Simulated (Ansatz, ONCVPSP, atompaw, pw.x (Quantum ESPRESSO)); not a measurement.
# Which W potential is closest to all-electron in the fcc crystal?

All use PBE, scalar-relativistic, no spin, cutoffs from each file’s atomic test, pw.x 7.5; 14³ k-points, Fermi–Dirac smearing 0.01 Ry. Δ is the rms difference from all-electron LAPW of the E(V) curves that follow from fits to the pressures, over ±6 % in volume. Mesh and smearing are coarse and serve the comparison alone. The files are a selection: those with a ghost or negative overlap were mostly not run, and those with noisy or unconverged pressures or nearly equal Δ are left out.

All-electron: a0 = 4.039 Å (V0 = 16.47 Å³/atom), B0 = 280.9 GPa.

Question: Rank them by Δ, smallest first.
A. optimised norm-conserving Vanderbilt (ONCV), ONCVPSP 4.0.1.1 (patched build), PBE; core [Kr] 4d10 4f14, reference 5s2 5p6 5d4 6s2; waves: 5s+6s: rc 2.10 bohr, ncon 4, nbas 8, qcut 4.9 1/bohr, 2 projectors; 5p: rc 1.45 bohr, ncon 4, nbas 8, qcut 10.1 1/bohr, 1 projector; 5d: rc 2.10 bohr, ncon 4, nbas 9, qcut 8.5 1/bohr, 1 projector; local part: polynomial inside 1.35 bohr (lpopt 5, dvloc0 -1 Ha); core correction: none.
B. optimised norm-conserving Vanderbilt (ONCV), ONCVPSP 4.0.1.1 (patched build), PBE; core [Kr] 4d10 4f14, reference 5s2 5p6 5d4.5 6s1.5; waves: 5s+6s: rc 2.05 bohr, ncon 4, nbas 7, qcut 4.4 1/bohr, 2 projectors; 5p: rc 1.75 bohr, ncon 5, nbas 9, qcut 9.5 1/bohr, 2 projectors, debl 1.5 Ha; 5d: rc 2.40 bohr, ncon 4, nbas 9, qcut 6.3 1/bohr, 2 projectors, debl 3.6 Ha; local part: polynomial inside 1.40 bohr (lpopt 5, dvloc0 0 Ha); core correction: Teter function, fcfact 5, rcfact 1.55. In the p channel the program set the typed energies aside and used -1.553, 0.250 Ha.
C. PAW, atompaw 4.2.0.5, PBE; core [Kr] 4d10 4f14, reference 5s2 5p6 5d4.5 6s1.5 6p0; waves: 5s (bound); 6s (bound); 5p (bound); 6p (bound, empty); 5d (bound); 5d channel at 0.6 Ry; local part: ultrasoft scheme with l = 3 at 0 Ry, radius 2.05 bohr; core correction: smooth core density matched at 1.95 bohr; augmentation: besselshape compensation charge, radius 2.20 bohr; PAW radius 2.90 bohr; waves and projectors: bloechl.

Answer: C (1.9 meV/atom), B (9.9 meV/atom), A (15.7 meV/atom).
